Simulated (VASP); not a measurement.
Input of a VASP 6.6.1 run:

File INCAR:

```
SYSTEM = TiC
PREC = Accurate
ENCUT = 600
EDIFF = 1E-6
ISMEAR = -1
SIGMA = 0.05
LREAL = .False.
LASPH = .True.
NELM = 80
ALGO = Fast
ISIF = 3
LWAVE = .False.
LCHARG = .False.
GGA = BF
LUSE_VDW = .True.
ZAB_VDW = -1.8867
IBRION = 2
NSW = 60
EDIFFG = -0.02
```

The input KPOINTS:

```
Automatic mesh
0
Gamma
  10 10 10
  0 0 0
```

POSCAR

```
TiC
1.0
    3.0420900000      0.0000000000      0.0000000000
   -1.5210400000      2.6345200000      0.0000000000
    0.0000000000      0.0000000000      2.6979700000
Ti C
1 1
Direct
    0.0000000000      0.0000000000      0.5000000000
    0.3333300000      0.6666700000      0.0000000000
```

Potentials or basis: VASP PAW PBE potentials, release 64 (Ti_sv, C).

Launch:

```sh
$ cat potpaw_PBE.64/Ti_sv/POTCAR potpaw_PBE.64/C/POTCAR > POTCAR
$ mpirun -np 1 vasp_std > vasp.out
```

**Question.** Estimate the band gap on the k mesh.

**Answer.** None (metal or under the smearing width).

**Question.** What does it give for the relaxed cell?

**Answer.** a = 3.045 Å, b = 3.045 Å, c = 2.700 Å, α = 90.00°, β = 90.00°, γ = 120.00°.

**Question.** What does it give for the space group after relaxing (to 0.05 Å)?

**Answer.** P-6m2 (No. 187).

**Question.** What does it give for the relaxed volume?

**Answer.** 10.84 Å³/atom.

Stress tensor (GPa, compression positive):
```
-0.15  0.00  0.00
 0.00 -0.15  0.00
 0.00  0.00 -0.28
```

Caveat: the PAW data sets were made with another functional, which shifts forces and pressure a little.
